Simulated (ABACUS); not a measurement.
# TiO2 (P4_2/mnm) in ABACUS: a series of runs, part 2 of 2

ABACUS 3.10.1. The steps go on from the part before.

### 5 Single point, PBE (cell strained by +0.03 along c)

The input, INPUT:

```
INPUT_PARAMETERS
suffix              TiO2
calculation         scf
basis_type          lcao
pseudo_dir          ./
orbital_dir         ./
latname             st
symmetry            1
dft_functional      pbe
ecutwfc             100
pseudo_rcut         7
nspin               1
nbands              29
ks_solver           genelpa
smearing_method     fd
smearing_sigma      0.00367493
scf_thr             1e-07
scf_nmax            100
mixing_type         broyden
mixing_beta         0.7
cal_force           1
cal_stress          1
out_mul             1
```

The input, STRU:

```
ATOMIC_SPECIES
Ti 47.8670 Ti.upf
O 15.9990 O.upf

NUMERICAL_ORBITAL
Ti_confined-atom_7au_3s2p2d1f.orb
O_confined-atom_6au_2s2p1d.orb

LATTICE_CONSTANT
8.6924327600

LATTICE_PARAMETERS
0.6626299480

ATOMIC_POSITIONS
Direct

Ti
0.0
2
0.0000000000 0.0000000000 0.5000000000 1 1 1
0.5000000000 0.5000000000 0.0000000000 1 1 1

O
0.0
4
0.3043213200 0.3043213200 0.5000000000 1 1 1
0.1956786800 0.8043213200 0.0000000000 1 1 1
0.8043213200 0.1956786800 0.0000000000 1 1 1
0.6956786800 0.6956786800 0.5000000000 1 1 1
```

The input, KPT:

```
K_POINTS
0
Gamma
4 4 6 0 0 0
```

Potentials or basis: PseudoDojo NC SR 0.4.1 PBE standard, DZP LCAO (the cutoffs set its grid).

The run is started by

```console
OMP_NUM_THREADS=1 mpirun -np 4 abacus > log
```

running log:

```text
ABACUS v3.10.1

               Atomic-orbital Based Ab-initio Computation at UStc

 ------------------------------------------------------------------------------------

 READING GENERAL INFORMATION
                           global_out_dir = OUT.TiO2/
                           global_in_card = INPUT
                               pseudo_dir = ./
                              orbital_dir = ./
                                    DSIZE = 4
                                    GSIZE = 1

 READING UNITCELL INFORMATION
                                    ntype = 2
                  lattice constant (Bohr) = 8.69243
              lattice constant (Angstrom) = 4.59984

 READING ATOM TYPE 1
                               atom label = Ti
                      L=0, number of zeta = 3
                      L=1, number of zeta = 2
                      L=2, number of zeta = 2
                      L=3, number of zeta = 1
             number of atom for this type = 2

 READING ATOM TYPE 2
                               atom label = O
                      L=0, number of zeta = 2
                      L=1, number of zeta = 2
                      L=2, number of zeta = 1
[... 395 lines left out ...]
 E_xc           -68.1574192874       -927.3292632836
 E_Ewald        -262.2787281363      -3568.4851668459
 E_entropy(-TS) -0.0000000003        -0.0000000040
 E_descf        0.0000000000         0.0000000000
 E_exx          0.0000000000         0.0000000000
 E_Fermi        0.7057972487         9.6028642146
----------------------------------------------------------

 charge density convergence is achieved
 final etot is -5039.2291135 eV
 EFERMI = 9.6028642146 eV

 STATE ENERGY(eV) AND OCCUPATIONS    NSPIN == 1
 1/24 kpoint (Cartesian) = 0.0000 0.0000 0.0000 (1850 pws)
       1       -48.4210      0.0208333
       2       -48.4063      0.0208333
       3       -24.7065      0.0208333
       4       -24.7065      0.0208333
       5       -24.5651      0.0208333
       6       -24.5651      0.0208333
[... 176 lines left out ...]
      28        11.0149    1.13249e-14
      29        12.2975    8.18677e-26

[... levels at 18 further k points ...]

 correction force for each atom along direction 1 is -8.94539e-16
 correction force for each atom along direction 2 is 1.13406e-14
 correction force for each atom along direction 3 is 1.89490e-15
------------------------------------------------------------------------------------------
 TOTAL-FORCE (eV/Angstrom)
------------------------------------------------------------------------------------------
                       Ti1         0.0000000000         0.0000000000         0.0000000000
                       Ti2         0.0000000000         0.0000000000         0.0000000000
                        O1         0.1024374648         0.1024374648         0.0000000000
                        O2        -0.1024374648         0.1024374648         0.0000000000
                        O3         0.1024374648        -0.1024374648         0.0000000000
                        O4        -0.1024374648        -0.1024374648         0.0000000000
------------------------------------------------------------------------------------------

----------------------------------------------------------------
 TOTAL-STRESS (KBAR)
----------------------------------------------------------------
        -0.4594575708         0.0000000000         0.0000000000
         0.0000000000        -0.4594575708         0.0000000000
         0.0000000000         0.0000000000       -89.1719820070
----------------------------------------------------------------
 TOTAL-PRESSURE: -30.030299 KBAR

 --------------------------------------------
 !FINAL_ETOT_IS -5039.2291134738925393 eV
 --------------------------------------------
```

stdout:

```text
ABACUS v3.10.1

               Atomic-orbital Based Ab-initio Computation at UStc

%%%%%%%%%%%%%%%%%%%%%%%%%%%%%%%%%%%%%%%%%%%%%%%%%%%%%%%%%%%%%%%%%%%%%%%%%%%%%%%%%%%%%%%%%%%%%%%%%%%%%%%%%
 Warning: the number of valence electrons in pseudopotential > 4 for Ti: [Ar] 3d2 4s2
[... 39 lines left out ...]
 TOTAL-STRESS (KBAR)
----------------------------------------------------------------
        -0.4594575708         0.0000000000         0.0000000000
         0.0000000000        -0.4594575708         0.0000000000
         0.0000000000         0.0000000000       -89.1719820070
----------------------------------------------------------------
 TOTAL-PRESSURE: -30.030299 KBAR
```

mulliken.txt:

```text
 0
CALCULATE THE MULLIkEN ANALYSIS FOR EACH ATOM
 Total charge:	48
Decomposed Mulliken populations
0                             Zeta of Ti              Spin 1
[... 73 lines left out ...]

fz^3                                   0              0.0363
fxz^2                                  0              0.0503
fyz^2                                  0              0.0503
fzx^2-zy^2                             0              0.0339
fxyz                                   0              0.0621
fx^3-3*xy^2                            0              0.0386
f3yx^2-y^3                             0              0.0358
SUM OVER M                                            0.3073
SUM OVER M+Zeta                                       0.3073

SUM OVER M+Zeta+L                                    11.0276

Total Charge on atom:                 Ti             11.0276
[... 109 lines left out ...]
SUM OVER M+Zeta+L                                     6.4861

Total Charge on atom:                  O              6.4861
```

It took 18 s on 4 MPI ranks of Intel Xeon Platinum 8375C at 2.90GHz (Ice Lake), shared host; peak memory 0.48 GiB.

Results:

```yaml
Free_energy: -5039.2291 eV
Pressure: -3.0 GPa
Largest_force: 0.145 eV/Å
Band_gap_on_the_k_mesh: 1.69 eV, direct
Mulliken_charges: Ti +0.97; O -0.49 e
```

Forces in eV/Å, atoms in the order of the input:
```
Ti   0.000  0.000  0.000
Ti   0.000  0.000  0.000
O    0.102  0.102  0.000
O   -0.102  0.102  0.000
O    0.102 -0.102  0.000
O   -0.102 -0.102  0.000
```

Levels at points of the mesh, in eV from the valence-band top:
```csv
k point,band 22,band 23,band 24,band 25,band 26,band 27
"(0.00, 0.00, 0.00)",-0.52,-0.52,0.00,1.69,1.98,2.10
"(0.50, 0.00, 0.00)",-1.88,-0.75,-0.75,2.31,2.31,2.73
"(0.50, 0.50, 0.00)",-1.53,-1.15,-1.15,1.74,1.74,2.22
"(0.00, 0.00, 0.50)",-2.40,-1.43,-1.43,2.69,2.69,2.79
"(0.50, 0.00, 0.50)",-2.02,-1.06,-1.06,1.73,1.73,2.73
"(0.50, 0.50, 0.50)",-1.31,-0.71,-0.71,2.40,2.40,2.74
```

Caveat: the atomic orbitals were generated for these runs and aren't a published set; Mulliken charges move with the basis; the basis of atomic orbitals isn't converged, which shifts pressures, moduli and gaps. A k mesh can miss the band edges.

### 6 Single point, PBE (cell strained by +0.06 along c)

INPUT is that of step 5.

STRU, as its differences from that of step 5:

```diff
@@ -12,3 +12,3 @@
 LATTICE_PARAMETERS
-0.6626299480
+0.6819298494
```

KPT is that of step 5.

Potentials or basis: PseudoDojo NC SR 0.4.1 PBE standard, DZP LCAO (the cutoffs set its grid).

The run is started by

```console
OMP_NUM_THREADS=1 mpirun -np 4 abacus > log
```

Wall time 18 s (4 MPI ranks of Intel Xeon Platinum 8375C at 2.90GHz (Ice Lake), shared host); peak memory 0.48 GiB.

Results (log left out):

```yaml
Free_energy: -5039.0599 eV
Pressure: -9.4 GPa
Largest_force: 0.170 eV/Å
Band_gap_on_the_k_mesh: 1.60 eV, direct
Mulliken_charges: Ti +1.00; O -0.50 e
```

Forces in eV/Å, atoms in the order of the input:
```
Ti   0.000  0.000  0.000
Ti   0.000  0.000  0.000
O    0.120  0.120  0.000
O   -0.120  0.120  0.000
O    0.120 -0.120  0.000
O   -0.120 -0.120  0.000
```

Stress tensor (GPa, compression positive):
```
 -4.27   0.00   0.00
  0.00  -4.27   0.00
  0.00   0.00 -19.53
```

Levels at points of the mesh, in eV from the valence-band top:
```csv
k point,band 22,band 23,band 24,band 25,band 26,band 27
"(0.00, 0.00, 0.00)",-0.49,-0.49,0.00,1.60,1.92,1.95
"(0.50, 0.00, 0.00)",-1.98,-0.72,-0.72,2.20,2.20,2.58
"(0.50, 0.50, 0.00)",-1.63,-1.10,-1.10,1.67,1.67,2.05
"(0.00, 0.00, 0.50)",-2.39,-1.37,-1.37,2.37,2.37,2.70
"(0.50, 0.00, 0.50)",-1.95,-1.01,-1.01,1.65,1.65,2.42
"(0.50, 0.50, 0.50)",-1.29,-0.67,-0.67,2.31,2.31,2.43
```

Caveat: the atomic orbitals were generated for these runs and aren't a published set; Mulliken charges move with the basis; the basis of atomic orbitals isn't converged, which shifts pressures, moduli and gaps. A k mesh can miss the band edges.

### 7 Overview

| cell | gap on the mesh (eV) | pressure (GPa) | largest force (eV/Å) |
| --- | --- | --- | --- |
| cell strained by -0.06 along c | 2.07 | 25.8 | 0.53 |
| cell strained by -0.03 along c | 1.93 | 14.2 | 0.18 |
| as given | 1.80 | 4.8 | 0.03 |
| cell strained by +0.03 along c | 1.69 | -3.0 | 0.14 |
| cell strained by +0.06 along c | 1.60 | -9.4 | 0.17 |

Alike in all rows: task single point; level PBE; potentials or basis PseudoDojo NC SR 0.4.1 PBE standard, DZP LCAO (the cutoffs set its grid); no spin polarisation; k mesh 4 × 4 × 6; cutoff (eV) 1361; smearing fermi-dirac 0.05 eV.

Caveats: the atomic orbitals were generated for these runs and aren't a published set; the basis of atomic orbitals isn't converged, which shifts pressures, moduli and gaps.

Absolute energies hang on the potentials; compare differences alone.

### 8 How close it comes

Step 4. Against the measured gap of TiO2, 3.03 eV (direct; 1.6 K; quoted in “Shallow Valence Band of Rutile GeO2 and P-type Doping”, 2020, arxiv:2011.08928), the calculated 1.80 eV is off by -1.23 eV. 2 values of this kind are on record in papers (3.03 to 3.05 eV); this one was drawn at random among those near their median. The value is that of PBE in an atomic basis (PseudoDojo NC SR 0.4.1 PBE standard, DZP LCAO (the cutoffs set its grid)), whose error adds to the functional's, on a finite k mesh, which can miss the band edges, without temperature or zero-point motion. Semilocal functionals fall short of measured gaps as a rule. The cell is a database's relaxed one, not the measured one, which moves gaps too.
